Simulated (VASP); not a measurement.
Nb: relaxation of cell and atoms with LDA

Crystal: Nb.

```
Nb
1.0
     4.23000    0.00000    0.00000
     0.00000    4.23000    0.00000
     0.00000    0.00000    4.23000
Nb
4
Cartesian
  0.0000 0.0000 0.0000
  0.0000 2.1150 2.1150
  2.1150 0.0000 2.1150
  2.1150 2.1150 0.0000
```

This isn't the form of Nb at room conditions, which is bcc.

```yaml
Program: VASP 6.6.1
Task: relaxation of cell and atoms
Functional: LDA
Potentials_or_basis: VASP PAW LDA potentials, release 64 (Nb_sv)
Cutoff: 600 eV
k_mesh: 6 × 6 × 6
Occupations: gaussian, width 0.05 eV
Spin: no spin polarisation
Further_INCAR_settings: ALGO = Normal; EDIFF = 1e-07; IBRION = 2; EDIFFG = -0.005; NSW = 60; ISIF = 3
```

```yaml
Relaxed_volume: 17.79 Å³/atom
Relaxed_cell: a = 4.144 Å, b = 4.144 Å, c = 4.144 Å, α = 90.00°, β = 90.00°, γ = 90.00°
Space_group_after_relaxing_to_0.05_Å: Fm-3m (No. 225)
Energy_gained_by_relaxing: 39.0 meV/atom
Ionic_steps: 4
Pressure_after_relaxing: 0.0 GPa
Band_gap_on_the_k_mesh: none (metal or under the smearing width)
```

Step by step:
```tsv
step	energy change (eV)	largest force (eV/Å)	pressure (GPa)	volume (Å³)
1	0.0000	0.0000	-10.45	75.69
2	0.4702	0.0000	26.65	62.96
3	-0.1559	0.0000	-0.39	71.29
4	-0.1560	0.0000	-0.04	71.15
```

Final structure:
```
Nb
1.0
     4.14364    0.00000    0.00000
     0.00000    4.14364    0.00000
     0.00000    0.00000    4.14364
Nb
4
Direct
  0.00000 0.00000 0.00000
  0.00000 0.50000 0.50000
  0.50000 0.00000 0.50000
  0.50000 0.50000 0.00000
```

Levels at points of the mesh, in eV from the Fermi level:
```
           k point  band 23  band 24  band 25  band 26  band 27  band 28  band 29  band 30
(0.00, 0.00, 0.00)    -3.61     0.03     0.03     0.03     2.81     2.81     3.96     3.96
(0.50, 0.00, 0.00)    -1.18    -1.18    -1.18    -1.18     0.64     0.64     1.92     1.93
(0.50, 0.50, 0.00)    -1.27    -1.27    -1.12    -1.12    -1.12    -1.12     1.29     1.29
(0.50, 0.50, 0.50)    -0.19    -0.19    -0.19    -0.19    -0.19    -0.19     1.64     1.64
```

Wall time 110 s on 1 thread of Intel(R) Xeon(R) Platinum 8559C (Emerald Rapids), with other jobs on the host, peak memory 0.2 GiB.

LDA usually gives volumes a few per cent too small. Zero-point motion and thermal expansion aren't in these numbers.
